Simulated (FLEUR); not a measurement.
# Pd (P6_3/mmc) in FLEUR: further runs

One crystal, Pd, is run at these levels: PBE; tasks: equation of state.

Program: FLEUR MaX-R8.1 (later development tree). These are calculated values, not measurements. Logs are shortened: lines on timing, memory, paths and dates and some standing lists are left out, and cuts for length are marked.

### 1 Starting point

Symmetry: P6_3/mmc, No. 194, hexagonal system. The conventional cell has a = 2.784 Å, b = 2.784 Å, c = 4.629 Å, α = 90.00°, β = 90.00°, γ = 120.00°. Around Pd (site symmetry -6m2) lie 12 Pd at 2.78 to 2.82 Å.

This isn't the form of Pd at room conditions, which is fcc.

### 2 Equation of state, PBE, 14.60 Å³/atom (volume scaled by 0.94)

inp.xml reads:

```xml
<?xml version="1.0" encoding="UTF-8" standalone="no"?>
<fleurInput fleurInputVersion="0.39">
   <comment>
      Pd                                                                                                  
   </comment>
   <calculationSetup>
      <cutoffs Kmax="4.15" Gmax="12.9" GmaxXC="12.9" numbands="0"/>
      <scfLoop itmax="60" minDistance="0.00001" maxIterBroyd="15" imix="Anderson" alpha="0.05" precondParam="0.0" spinf="2.0" sdNocoIR="T"/>
      <coreElectrons ctail="T" frcor="F" kcrel="0" coretail_lmax="0"/>
      <xcFunctional name="pbe" relativisticCorrections="F"/>
      <magnetism jspins="1"/>
      <soc l_soc="F" theta="0.0" phi="0.0" spav="F"/>
      <expertModes spex="0" secvar="F"/>
      <geometryOptimization l_f="F" forcealpha="1.0" forcemix="BFGS" epsdisp="0.0005" epsforce="0.0002"/>
      <ldaU l_linMix="F" mixParam="0.05" spinf="1.0"/>
   </calculationSetup>
   <cell>
      <bzIntegration valenceElectrons="36.0" mode="hist" fermiSmearingEnergy="0.00183747">
         <kPointListSelection listName="default-1"/>
         <!-- k-points included here -->
         <xi:include xmlns:xi="http://www.w3.org/2001/XInclude" href="kpts.xml"> </xi:include>
      </bzIntegration>
      <!-- symmetry operations included here -->
      <xi:include xmlns:xi="http://www.w3.org/2001/XInclude" href="sym.xml"> </xi:include>
      <bulkLattice scale="0.9795861087">
         <bravaisMatrix>
            <row-1>    5.2603645591841151     0.0000000000000000     0.0000000000000000</row-1>
            <row-2>   -2.6301822795920575     4.5556093414404790     0.0000000000000000</row-2>
            <row-3>    0.0000000000000000     0.0000000000000000     8.7473400300780675</row-3>
         </bravaisMatrix>
      </bulkLattice>
   </cell>
   <atomSpecies>
      <species name="Palladium (Pd)" element="Pd" atomicNumber="46">
         <mtSphere radius="2.36" gridPoints="807" logIncrement="0.016"/>
         <atomicCutoffs lmax="10" lnonsphr="10"/>
         <electronConfig flipSpins="F">
            <coreConfig>(1s1/2) (2s1/2) (2p1/2) (2p3/2) (3s1/2) (3p1/2) (3p3/2) (3d3/2) (3d5/2)</coreConfig>
            <valenceConfig>(4s1/2) (4p1/2) (4p3/2) (5s1/2) (4d3/2) (4d5/2)</valenceConfig>
            <stateOccupation state="(5s1/2)" spinUp="0.500000" spinDown="0.500000"/>
            <stateOccupation state="(4d3/2)" spinUp="1.800000" spinDown="1.800000"/>
            <stateOccupation state="(4d5/2)" spinUp="2.700000" spinDown="2.700000"/>
         </electronConfig>
         <energyParameters s="5" p="5" d="4" f="4"/>
         <lo type="SCLO" l="0" n="4" eDeriv="0"/>
         <lo type="SCLO" l="1" n="4" eDeriv="0"/>
         <lo type="SCLO" l="1" n="4" eDeriv="1"/>
         <lo type="SCLO" l="2" n="4" eDeriv="2"/>
         <lo type="SCLO" l="3" n="4" eDeriv="2"/>
      </species>
   </atomSpecies>
   <atomGroups>
      <atomGroup species="Palladium (Pd)">
         <relPos label="                   1">1.000/3.000 -1.000/3.000 1.000/4.000</relPos>
         <relPos label="                   2">-1.000/3.000 1.000/3.000 -1.000/4.000</relPos>
         <force calculate="T" relaxXYZ="TTT"/>
      </atomGroup>
   </atomGroups>
   <output dos="F" band="F" slice="F">
      <checks vchk="F" cdinf="F"/>
      <bandDOS minEnergy="-.5*Htr" maxEnergy="0.5*Htr" sigma="0.015" storeEVData="T"/>
      <vacuumDOS vacdos="F" integ="F" star="F" nstars="0" locx1="0.0" locy1="0.0" locx2="0.0" locy2="0.0" nstm="0" tworkf="0.0"/>
      <unfoldingBand unfoldBand="F" supercellX="1" supercellY="1" supercellZ="1"/>
      <plotting iplot="0" polar="F">
         <plot TwoD="T" vec1="  1.0  0.0  0.0" vec2="  0.0  1.0  0.0" vec3="  0.0  0.0  1.0" zero="  0.0  0.0  0.0" file="plot"/>
      </plotting>
      <chargeDensitySlicing numkpt="0" minEigenval="0.0" maxEigenval="0.0" nnne="0" pallst="F"/>
      <specialOutput eonly="F"/>
      <moessbauerParams electricFieldGradient="T" isomerShift="T" coreHyperfine="T" valenceHyperfine="T"/>
      <magneticCircularDichroism mcd="F" energyLo="-10.0" energyUp="0.0"/>
   </output>
  <!-- We include the file relax.xml here to enable relaxations (see documentation) -->
  <xi:include xmlns:xi="http://www.w3.org/2001/XInclude" href="relax.xml"> <xi:fallback/> </xi:include>
</fleurInput>
```

Potentials or basis: all-electron, FLAPW.

Launch:

```sh
> inpgen -f crystal.txt -profile fastHighL
> # inp.xml edited to the form shown
> fleur_MPI
```

Log:

```text
Welcome to FLEUR        (www.flapw.de)
      MaX-Release 8.1          (www.max-centre.eu)

 ========== k-point set info ==========
 Selected k-point list: default-1
 k-point list type: mesh
 11 x 11 x 6
 Number of k points: 64

 ------------Calculation Setup---------------------------
 Number of MPI-tasks      :            1
 Number of PE/node        :            1
 Number of OMP-threads    :            1
 Most efficient MPI parallelization for:
           1           2           4           8          16          32          64
 Additional eigenvalue parallelization possible
 Number of basis functions:          318
 Approximate size of matrices (H+S) per k-point:         0.002 GB
 --------------------------------------------------------
 Iteration:     1   Distance:      12.81181580 me/bohr^3
 Iteration:     2   Distance:      11.04790249 me/bohr^3
 Iteration:     3   Distance:       3.97273248 me/bohr^3
 Iteration:     4   Distance:       0.76617876 me/bohr^3
 Iteration:     5   Distance:       0.66226168 me/bohr^3
 Iteration:     6   Distance:       0.09529559 me/bohr^3
 Iteration:     7   Distance:       0.10087849 me/bohr^3
 Iteration:     8   Distance:       0.04613947 me/bohr^3
 Iteration:     9   Distance:       0.00449126 me/bohr^3
 Iteration:    10   Distance:       0.00280997 me/bohr^3
 Iteration:    11   Distance:       0.00017535 me/bohr^3
 Iteration:    12   Distance:       0.00013361 me/bohr^3
 Iteration:    13   Distance:       0.00000637 me/bohr^3

 ********************************************************************
 Run finished successfully
 Stop message:
   all done
 ********************************************************************
```

out.xml (last iteration):

```text
<iteration numberForCurrentRun="   13" overallNumber="   13">
         <energyParameters units="Htr">
            <atomicEP atomType="1" spin="1" branch="5s" branchLowest="-2.65" branchHighest="2.12" value="0.3135469497"/>
            <atomicEP atomType="1" spin="1" branch="5p" branchLowest="-1.37" branchHighest="2.85" value="0.4470340471"/>
            <atomicEP atomType="1" spin="1" branch="4d" branchLowest="-11.49" branchHighest="0.56" value="0.3362677847"/>
            <atomicEP atomType="1" spin="1" branch="4f" branchLowest="-9.99" branchHighest="2.56" value="0.7428737471"/>
            <loAtomicEP atomType="1" spin="1" branch="4s" branchLowest="-22.90" branchHighest="-2.65" value="-2.6650675138"/>
            <loAtomicEP atomType="1" spin="1" branch="4p" branchLowest="-18.49" branchHighest="-1.37" value="-1.4100225004"/>
            <loAtomicEP atomType="1" spin="1" branch="4p" branchLowest="-18.49" branchHighest="-1.37" value="-1.4100225004"/>
            <loAtomicEP atomType="1" spin="1" branch="4d" branchLowest="-11.49" branchHighest="0.56" value="0.3311059538"/>
            <loAtomicEP atomType="1" spin="1" branch="4f" branchLowest="-9.99" branchHighest="2.56" value="0.7428749873"/>
         </energyParameters>
         <eigenvalues>
            <eigenvaluesAt spin="1" ikpt="1" k_x="0.00000000" k_y="0.00000000" k_z="0.00000000">
                      -2.6671609954       -2.6652314667       -1.4126492691       -1.4015566410       -1.4015566410
                      -1.3995335525       -1.3995335525       -1.3976778699        0.1592319303        0.2267356861
                       0.3149679857        0.3223595211        0.3223595211        0.3357680206        0.3357680207
                       0.3618925622        0.3618925622        0.4160793027        0.4160793027        0.4554422272
                       0.6867233275        1.0500718583        1.1094544854        1.1391856360        1.2482891556
                       1.2482891556        1.3130965035        1.3130965035
            </eigenvaluesAt>
            <eigenvaluesAt spin="1" ikpt="2" k_x="0.00000000" k_y="0.00000000" k_z="0.16666667">
                      -2.6670322920       -2.6653612244       -1.4116611008       -1.4014201832       -1.4014201832
                      -1.3996689415       -1.3996689415       -1.3986972599        0.1682324420        0.2283416248
                       0.3125176141        0.3203313803        0.3203313803        0.3328943306        0.3328943306
                       0.3687263935        0.3687263935        0.4148948624        0.4148948624        0.4191958121
                       0.7363664716        1.0343458290        1.1201142998        1.1217334253        1.2303516993
                       1.2303516993        1.3219589115        1.3219589115
            </eigenvaluesAt>
            <eigenvaluesAt spin="1" ikpt="3" k_x="0.00000000" k_y="0.00000000" k_z="0.33333333">
                      -2.6666805721       -2.6657158539       -1.4089549391       -1.4014707493       -1.4010508159
                      -1.4010508159       -1.4000395739       -1.4000395739        0.1925204577        0.2299809434
                       0.3086314798        0.3185416116        0.3185416116        0.3264878793        0.3264878793
                       0.3579653065        0.3835226706        0.3835226706        0.4096892567        0.4096892567
                       0.8383547550        1.0101631788        1.0870767200        1.0998498838        1.2201480375
                       1.2201480375        1.2739268519        1.2739268519
            </eigenvaluesAt>
            <eigenvaluesAt spin="1" ikpt="4" k_x="0.00000000" k_y="0.00000000" k_z="0.50000000">
                      -2.6661989258       -2.6661989258       -1.4052309107       -1.4052309107       -1.4005442779
                      -1.4005442779       -1.4005442779       -1.4005442779        0.2197530948        0.2197530948
                       0.3171047141        0.3171047141        0.3207327607        0.3207327607        0.3207327607
                       0.3207327607        0.3987461678        0.3987461678        0.3987461678        0.3987461678
                       0.9464138771        0.9464138771        1.0703203835        1.0703203835        1.2356326614
                       1.2356326614        1.2356326614        1.2356326614
            </eigenvaluesAt>
         </eigenvalues>
         <bandgap value="0.0135019279" units="eV"/>
         <sumValenceSingleParticleEnergies value="-20.9705830622" units="Htr"/>
         <FermiEnergy value="0.4255713926" units="Htr"/>
         <valenceDensity>
            <mtCharges spin="1">
               <mtCharge atomType="1" total="16.4779660" s="2.3080084" p="6.2163699" d="7.9143292" f="0.0308990"/>
            </mtCharges>
            <spinDependentCharge spin="1" total="36.0000000" interstitial="3.0440680" mtSpheres="32.9559320"/>
            <totalCharge value="36.0000000000"/>
         </valenceDensity>
         <coreStates atomType="     1" atomicNumber=" 46" spin="1" kinEnergy="   5097.8574022302" eigValSum="  -2999.1284614028" lostElectrons=" 0.000000">
            <state n="1" l="0" j="0.5" energy="-887.1368784454" weight="1.0000000000"/>
            <state n="2" l="0" j="0.5" energy="-129.1018231571" weight="1.0000000000"/>
            <state n="2" l="1" j="0.5" energy="-119.7128441705" weight="1.0000000000"/>
            <state n="2" l="1" j="1.5" energy="-113.8549695378" weight="2.0000000000"/>
            <state n="3" l="0" j="0.5" energy="-22.8983434587" weight="1.0000000000"/>
            <state n="3" l="1" j="0.5" energy="-19.1935386379" weight="1.0000000000"/>
            <state n="3" l="1" j="1.5" energy="-18.1724238298" weight="2.0000000000"/>
            <state n="3" l="2" j="1.5" energy="-11.6153703212" weight="2.0000000000"/>
            <state n="3" l="2" j="2.5" energy="-11.4117584847" weight="3.0000000000"/>
         </coreStates>
         <allElectronCharges>
            <spinDependentCharge spin="1" total="92.0000000" interstitial="3.0440681" mtSpheres="88.9559319"/>
            <totalCharge value="91.9999999998"/>
         </allElectronCharges>
         <moessbauerParams unitsHFF="kG" unitsIS="e/bohr^3" unitsEFG="Htr/bohr^2">
            <coreIsomerShift atomType="1" isTotal="134303.19411">
               <shell n="1" l="0" isomerShift="118070.92257"/>
               <shell n="2" l="0" isomerShift="13406.75489"/>
               <shell n="2" l="1" isomerShift="266.97825"/>
               <shell n="3" l="0" isomerShift="2505.21709"/>
               <shell n="3" l="1" isomerShift="53.32131"/>
               <shell n="3" l="2" isomerShift="0.00001"/>
            </coreIsomerShift>
            <isomerShift atomType="1" nucleusRadius="0.0001119" averageDensity="134785.81317"/>
            <electricFieldGradient atomType="1" VXX="0.08261" VYY="0.08261" VZZ="-0.16521" asymParam="0.00000">
            </electricFieldGradient>
         </moessbauerParams>
         <totalEnergy                                    value="   -10094.0944596556" units="Htr">
            <sumOfEigenvalues                            value="    -6019.2275058677">
               <coreElectrons value="-5998.2569228055"/>
               <valenceElectrons value="-20.9705830622"/>
            </sumOfEigenvalues>
            <densityCoulombPotentialIntegral value="-16185.4769545854"/>
            <densityEffectivePotentialIntegral value="-16561.7064587749"/>
            <chargeDenXCDenIntegral value="-288.4362138530"/>
            <FockExchangeEnergyValence value="0.0000000000"/>
            <FockExchangeEnergyCore value="0.0000000000"/>
            <atomTypeDependentContributions atomType="1">
               <electronNucleiInteractionDifferentMTs value="12206.5949738897"/>
               <MadelungTerm value="-48.8037475273"/>
            </atomTypeDependentContributions>
            <tkbTimesEntropy value="0.0016279114"/>
            <freeEnergy value="-10094.0960875671"/>
            <extrapolationTo0K value="-10094.0952736114"/>
         </totalEnergy>
         <densityConvergence units="me/bohr^3">
            <chargeDensity spin="1" distance="0.0000063671"/>
         </densityConvergence>
      </iteration>
```

Run time: 32 s. Hardware: 1 thread of Arm Neoverse V1, shared host; peak memory 0.07 GiB.

What came out:

```
Free energy                                           : -274674.3474 eV
Band gap on the k mesh                                : none (metal or under the smearing width)
Valence electrons inside the program's atomic spheres : Pd 16.48 (radii Pd 2.36 bohr)
```

### 3 Equation of state, PBE, 14.91 Å³/atom (volume scaled by 0.96)

inp.xml: that of step 2 with these lines changed.

```diff
@@ -24,3 +24,3 @@
       <xi:include xmlns:xi="http://www.w3.org/2001/XInclude" href="sym.xml"> </xi:include>
-      <bulkLattice scale="0.9795861087">
+      <bulkLattice scale="0.9864848297">
          <bravaisMatrix>
```

Potentials or basis: all-electron, FLAPW.

Launch:

```sh
> inpgen -f crystal.txt -profile fastHighL
> # inp.xml edited to the form shown
> fleur_MPI
```

Run time: 35 s. Hardware: 1 thread of Arm Neoverse V1, shared host; peak memory 0.07 GiB.

The run converged. Its results:

```yaml
Free_energy: -274674.3778 eV
Band_gap_on_the_k_mesh: none (metal or under the smearing width)
Valence_electrons_inside_the_program's_atomic_spheres: Pd 16.45 (radii Pd 2.36 bohr)
```

### 4 Equation of state, PBE, 15.22 Å³/atom (volume scaled by 0.98)

inp.xml: that of step 3 with these lines changed.

```diff
@@ -24,3 +24,3 @@
       <xi:include xmlns:xi="http://www.w3.org/2001/XInclude" href="sym.xml"> </xi:include>
-      <bulkLattice scale="0.9864848297">
+      <bulkLattice scale="0.9932883884">
          <bravaisMatrix>
```

Launch:

```sh
> inpgen -f crystal.txt -profile fastHighL
> # inp.xml edited to the form shown
> fleur_MPI
```

It took 33 s on 1 thread of Arm Neoverse V1, shared host; peak memory 0.07 GiB.

It converged, with:

```yaml
Free_energy: -274674.3922 eV
Band_gap_on_the_k_mesh: none (metal or under the smearing width)
Valence_electrons_inside_the_program's_atomic_spheres: Pd 16.43 (radii Pd 2.36 bohr)
```

### 5 Equation of state, PBE, 15.53 Å³/atom

inp.xml: that of step 4 with these lines changed.

```diff
@@ -24,3 +24,3 @@
       <xi:include xmlns:xi="http://www.w3.org/2001/XInclude" href="sym.xml"> </xi:include>
-      <bulkLattice scale="0.9932883884">
+      <bulkLattice scale="1.0000000000">
          <bravaisMatrix>
```

Launch:

```sh
> inpgen -f crystal.txt -profile fastHighL
> # inp.xml edited to the form shown
> fleur_MPI
```

Wall time 34 s (1 thread of Arm Neoverse V1, shared host); peak memory 0.07 GiB.

It converged, with:

```yaml
Free_energy: -274674.3928 eV
Band_gap_on_the_k_mesh: none (metal or under the smearing width)
Valence_electrons_inside_the_program's_atomic_spheres: Pd 16.41 (radii Pd 2.36 bohr)
```

### 6 Equation of state, PBE, 15.84 Å³/atom (volume scaled by 1.02)

inp.xml: that of step 5 with these lines changed.

```diff
@@ -24,3 +24,3 @@
       <xi:include xmlns:xi="http://www.w3.org/2001/XInclude" href="sym.xml"> </xi:include>
-      <bulkLattice scale="1.0000000000">
+      <bulkLattice scale="1.0066227096">
          <bravaisMatrix>
```

Potentials or basis: all-electron, FLAPW.

Launch:

```sh
> inpgen -f crystal.txt -profile fastHighL
> # inp.xml edited to the form shown
> fleur_MPI
```

Run time: 35 s. Hardware: 1 thread of Arm Neoverse V1, shared host; peak memory 0.07 GiB.

It converged, with:

| Quantity | Value |
| --- | --- |
| Free energy | -274674.3811 eV |
| Band gap on the k mesh | none (metal or under the smearing width) |
| Valence electrons inside the program's atomic spheres | Pd 16.39 (radii Pd 2.36 bohr) |

### 7 Equation of state, PBE, 16.15 Å³/atom (volume scaled by 1.04)

inp.xml: that of step 6 with these lines changed.

```diff
@@ -24,3 +24,3 @@
       <xi:include xmlns:xi="http://www.w3.org/2001/XInclude" href="sym.xml"> </xi:include>
-      <bulkLattice scale="1.0066227096">
+      <bulkLattice scale="1.0131594038">
          <bravaisMatrix>
```

Launch:

```sh
> inpgen -f crystal.txt -profile fastHighL
> # inp.xml edited to the form shown
> fleur_MPI
```

It took 38 s on 1 thread of Arm Neoverse V1, shared host; peak memory 0.07 GiB.

It converged, with:

| Property | Result |
| --- | --- |
| Free energy | -274674.3587 eV |
| Band gap on the k mesh | none (metal or under the smearing width) |
| Valence electrons inside the program's atomic spheres | Pd 16.37 (radii Pd 2.36 bohr) |

### 8 Equation of state, PBE, 16.46 Å³/atom (volume scaled by 1.06)

inp.xml: that of step 7 with these lines changed.

```diff
@@ -24,3 +24,3 @@
       <xi:include xmlns:xi="http://www.w3.org/2001/XInclude" href="sym.xml"> </xi:include>
-      <bulkLattice scale="1.0131594038">
+      <bulkLattice scale="1.0196128224">
          <bravaisMatrix>
```

Launch:

```sh
> inpgen -f crystal.txt -profile fastHighL
> # inp.xml edited to the form shown
> fleur_MPI
```

It took 42 s on 1 thread of Arm Neoverse V1, shared host; peak memory 0.07 GiB.

It converged, with:

```yaml
Free_energy: -274674.3269 eV
Band_gap_on_the_k_mesh: none (metal or under the smearing width)
Valence_electrons_inside_the_program's_atomic_spheres: Pd 16.36 (radii Pd 2.36 bohr)
```

### 9 Equation of state, PBE

Potentials or basis: all-electron, FLAPW.

This step only gathers the single runs of the series.

What came out:

```yaml
Equilibrium_volume: 15.39 Å³/atom
Bulk_modulus_at_fixed_shape_and_positions: 166 GPa
Pressure_derivative_of_the_bulk_modulus: 5.4
```

Energy against volume, from the lowest point:
```csv
volume (Å³/atom),energy (meV/atom)
14.600,22.70
14.910,7.54
15.221,0.30
15.531,0.00
15.842,5.86
16.153,17.09
16.463,32.98
```

Caveat: the cell was scaled at fixed shape and fractional positions, which overstates the stiffness of a crystal with free parameters, most of all of layers and chains.
